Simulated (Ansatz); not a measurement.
The system is NiO.

```
Ni O
1.0
     0.00000    2.08590    2.08590
     2.08590    0.00000    2.08590
     2.08590    2.08590    0.00000
Ni O
1 1
Direct
  0.00000 0.00000 0.00000
  0.50000 0.50000 0.50000
```

Base run:

| Quantity | Value |
| --- | --- |
| Program | Ansatz 0.2.0 |
| Functional | LDA |
| Potentials or basis | Ansatz PAW |
| Cutoff | 420 eV (not typed: the program's choice for these potentials) |
| k mesh | 11 × 11 × 11 |
| Occupations | fermi-dirac, width 0.05 eV |
| Spin | collinear spin, ferromagnetic start |
| Starting moments | [1.0, 0.0] μB |

Its results: band gap on the k mesh none (metal or under the smearing width); pressure -19.8 GPa; net moment 0.30 μB per cell; site moments Ni +0.25; O +0.04 μB.

Task: After a change of settings the same cell gave: band gap on the k mesh none (metal or under the smearing width); pressure 5.4 GPa; net moment 1.75 μB per cell; site moments Ni +1.41; O +0.28 μB. Which change was it?
A. functional from LDA to PBE; hubbard terms from none to Ni d U = 6 eV; hubbard projectors from none to ortho-atomic (the default)
B. functional from LDA to r2SCAN; cutoff from 420 eV (not typed: the program's choice for these potentials) to 500 eV (not typed: the program's choice for these potentials); hubbard terms from none to Ni d U = 6 eV; hubbard projectors from none to ortho-atomic (the default)
C. functional from LDA to PBE; k mesh from 11 × 11 × 11 to 4 × 4 × 4
D. functional from LDA to BPBE

Result: D.

Caveats: semilocal functionals often make such compounds metallic where correlation or magnetic order opens a gap, which also shifts bond lengths; the PAW data sets come from PBE, with cores solved anew for the run's functional, which leaves a small shift of forces and pressure; so large a pressure means that the cell lies far from this level's equilibrium, or that cutoff or potentials fall short (some runs); a cell with one magnetic atom can't hold antiferromagnetic order, which such compounds often take (some runs).
